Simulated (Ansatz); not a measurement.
**What a change of settings does to a run on Li**

The structure is an experimental refinement, used without relaxation. The listed cell was then made from it by scaling, straining or moving an atom.

First run: DFT, PBE, PAW with Ansatz's default frozen-core files, scalar-relativistic (Ansatz 0.2.0).

Command: `ansatz run input.yaml --threads 1 --pin off --max-ram 2048MiB --backend cpu --events-out ev --progress --plain --runs-dir out` The run took 3 s on 1 thread of Arm Neoverse V1, on a shared host, peak memory 0.3 GiB.

```yaml
crystal:
  lattice:
    - [-1.68, 1.75, 1.75]
    - [1.75, -1.68, 1.75]
    - [1.75, 1.75, -1.68]
  atoms:
    - { symbol: Li, position: [0.0, 0.0, 0.0] }
kpoints:
  mp_grid: { grid: [13, 13, 13] }
scf:
  occupations: { method: fermi_dirac, width: 0.05 }
hamiltonian:
  xc: pbe
  pseudopotentials: { kind: paw }
output:
  forces: true
  stress: true
  eigenvalues: true
  efg: { contact_densities: true }
```

Result: converged; pressure -0.72 GPa; 6 SCF iterations.

The input is then changed:

```diff
@@ -7,7 +7,7 @@
     - { symbol: Li, position: [0.0, 0.0, 0.0] }
 kpoints:
-  mp_grid: { grid: [13, 13, 13] }
+  mp_grid: { grid: [9, 9, 9] }
 scf:
-  occupations: { method: fermi_dirac, width: 0.05 }
+  occupations: { method: cold, width: 0.001 }
 hamiltonian:
   xc: pbe
```

(1) What does the second run give?

## Answers

(1) It converged; energy at zero smearing -1.2 meV/atom from the first run; pressure -0.68 GPa; 3 SCF iterations. Some of these settings are too coarse for converged properties.
